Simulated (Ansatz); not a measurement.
Zincblende AlN, relaxed with r2SCAN in Ansatz 0.2.0. It is cubic, F-43m (No. 216); conventional cell a = 4.370 Å, 10.43 Å³ an atom. Al is surrounded by 4 N at 1.89 Å; N is surrounded by 4 Al at 1.89 Å.

The axes x, y and z are those of this cell:
```
CELL_PARAMETERS angstrom
0.00000 2.18488 2.18488
2.18488 0.00000 2.18488
2.18488 2.18488 0.00000
ATOMIC_POSITIONS crystal
Al 0.00000 0.00000 0.00000
N 0.25000 0.25000 0.25000
```

Unstrained: With PBE the valence top lies at Γ and the conduction bottom at X, 3.325 eV higher; the smallest vertical gap, at Γ, is 4.176 eV. With r2SCAN the valence top lies at Γ and the conduction bottom at X, 3.941 eV higher; the smallest vertical gap, at Γ, is 4.842 eV. The HSE06 gap is indirect, 4.552 eV (Γ to X), below the direct gap of 5.547 eV at Γ. Meshes: PBE 10×10×10, r2SCAN 10×10×10, HSE06 8×8×8. Strains are changes of length per length. After each strain the atoms were relaxed again with r2SCAN within the symmetry that the strain leaves, so tilts or polar shifts that break it weren't tested; points keep the names that they have in the unstrained zone. The values are computed, spin-unpolarised, and not measurements.

(1) Estimate what uniaxial -2.0 % along z, other directions held does to the gap.

(2) Apply uniaxial -1.0 % along z, other directions held. How far does the gap move, against the unstrained cell?

(3) Apply uniaxial -3.0 % along z, other directions held. How far does the gap move, against the unstrained cell?

(4) Estimate what uniaxial +2.0 % along z, other directions held does to the gap.

(5) Estimate what uniaxial +4.0 % along z, other directions held does to the gap.

(6) Apply uniaxial -4.0 % along z, other directions held. How far does the gap move, against the unstrained cell?

(7) Estimate what uniaxial +3.0 % along z, other directions held does to the gap.

(8) Apply uniaxial +1.0 % along z, other directions held. How far does the gap move, against the unstrained cell?

(9) Order the strained cells by their HSE06 gap, smallest first.
A. uniaxial +3.0 % along z, other directions held
B. uniaxial +1.0 % along z, other directions held
C. uniaxial -2.0 % along z, other directions held
D. uniaxial +4.0 % along z, other directions held
E. uniaxial +2.0 % along z, other directions held
F. uniaxial -3.0 % along z, other directions held
G. uniaxial -4.0 % along z, other directions held
H. uniaxial -1.0 % along z, other directions held

Results:

(1) PBE: the gap goes from 3.325 to 3.222 eV (-0.103 eV); with r2SCAN the top three valence levels at Γ, degenerate before, become 1+2 from the top over 83 meV. r2SCAN: the gap goes from 3.941 to 3.841 eV (-0.100 eV). HSE06: the gap goes from 4.552 to 4.455 eV (-0.097 eV). The r2SCAN energy rises by 4.0 meV an atom.

(2) PBE: the gap goes from 3.325 to 3.273 eV (-0.052 eV); with r2SCAN the top three valence levels at Γ, degenerate before, become 1+2 from the top over 42 meV. r2SCAN: the gap goes from 3.941 to 3.890 eV (-0.051 eV). HSE06: the gap goes from 4.552 to 4.503 eV (-0.049 eV). The r2SCAN energy rises by 1.0 meV an atom.

(3) PBE: the gap goes from 3.325 to 3.172 eV (-0.153 eV); with r2SCAN the top three valence levels at Γ, degenerate before, become 1+2 from the top over 123 meV. r2SCAN: the gap goes from 3.941 to 3.793 eV (-0.148 eV). HSE06: the gap goes from 4.552 to 4.408 eV (-0.144 eV). The r2SCAN energy rises by 9.1 meV an atom.

(4) PBE: the gap goes from 3.325 to 3.256 eV (-0.069 eV); the X points, equivalent before, split by 90 meV, and the conduction bottom lies at those like (0, 1/2, 1/2); the edges go from Γ → X to Γ–K (0.19) → X; with r2SCAN the top three valence levels at Γ, degenerate before, become 2+1 from the top over 88 meV. r2SCAN: the gap goes from 3.941 to 3.864 eV (-0.077 eV); the X points, equivalent before, split by 93 meV, and the conduction bottom lies at those like (0, 1/2, 1/2); the edges go from Γ → X to Γ–K (0.19) → X. HSE06: the gap goes from 4.552 to 4.472 eV (-0.080 eV); the X points, equivalent before, split by 93 meV, and the conduction bottom lies at those like (0, 1/2, 1/2); the edges go from Γ → X to Γ–K (0.19) → X. The r2SCAN energy rises by 4.0 meV an atom.

(5) PBE: the gap goes from 3.325 to 3.185 eV (-0.140 eV); the X points, equivalent before, split by 177 meV, and the conduction bottom lies at those like (0, 1/2, 1/2); the edges go from Γ → X to Γ–K (0.22) → X; with r2SCAN the top three valence levels at Γ, degenerate before, become 2+1 from the top over 179 meV. r2SCAN: the gap goes from 3.941 to 3.786 eV (-0.155 eV); the X points, equivalent before, split by 184 meV, and the conduction bottom lies at those like (0, 1/2, 1/2); the edges go from Γ → X to Γ–K (0.22) → X. HSE06: the gap goes from 4.552 to 4.391 eV (-0.161 eV); the X points, equivalent before, split by 182 meV, and the conduction bottom lies at those like (0, 1/2, 1/2); the edges go from Γ → X to Γ–K (0.22) → X. The r2SCAN energy rises by 15.9 meV an atom.

(6) PBE: the gap goes from 3.325 to 3.125 eV (-0.200 eV); with r2SCAN the top three valence levels at Γ, degenerate before, become 1+2 from the top over 162 meV. r2SCAN: the gap goes from 3.941 to 3.746 eV (-0.195 eV). HSE06: the gap goes from 4.552 to 4.363 eV (-0.189 eV). The r2SCAN energy rises by 16.2 meV an atom.

(7) PBE: the gap goes from 3.325 to 3.220 eV (-0.105 eV); the X points, equivalent before, split by 134 meV, and the conduction bottom lies at those like (0, 1/2, 1/2); the edges go from Γ → X to Γ–K (0.20) → X; with r2SCAN the top three valence levels at Γ, degenerate before, become 2+1 from the top over 133 meV. r2SCAN: the gap goes from 3.941 to 3.825 eV (-0.116 eV); the X points, equivalent before, split by 139 meV, and the conduction bottom lies at those like (0, 1/2, 1/2); the edges go from Γ → X to Γ–K (0.20) → X. HSE06: the gap goes from 4.552 to 4.431 eV (-0.121 eV); the X points, equivalent before, split by 138 meV, and the conduction bottom lies at those like (0, 1/2, 1/2); the edges go from Γ → X to Γ–K (0.20) → X. The r2SCAN energy rises by 8.9 meV an atom.

(8) PBE: the gap goes from 3.325 to 3.290 eV (-0.035 eV); the X points, equivalent before, split by 45 meV, and the conduction bottom lies at those like (0, 1/2, 1/2); the edges go from Γ → X to Γ–K (0.13) → X; with r2SCAN the top three valence levels at Γ, degenerate before, become 2+1 from the top over 43 meV. r2SCAN: the gap goes from 3.941 to 3.902 eV (-0.039 eV); the X points, equivalent before, split by 47 meV, and the conduction bottom lies at those like (0, 1/2, 1/2); the edges go from Γ → X to Γ–K (0.13) → X. HSE06: the gap goes from 4.552 to 4.512 eV (-0.040 eV); the X points, equivalent before, split by 47 meV, and the conduction bottom lies at those like (0, 1/2, 1/2); the edges go from Γ → X to Γ–K (0.13) → X. The r2SCAN energy rises by 1.0 meV an atom.

(9) G (4.36 eV), D (4.39 eV), F (4.41 eV), A (4.43 eV), C (4.46 eV), E (4.47 eV), H (4.50 eV), B (4.51 eV).

Where an edge lies off the special points, it is a point of the mesh or the k point where a search put PBE's edge or least direct gap, reused for the other functionals, whose own edges may lie a little apart.

The meshes of the hybrids are coarse, so their gaps aren't converged to the digits shown.

The splittings at Γ are without spin-orbit coupling, which regroups them where it is of like size or larger.
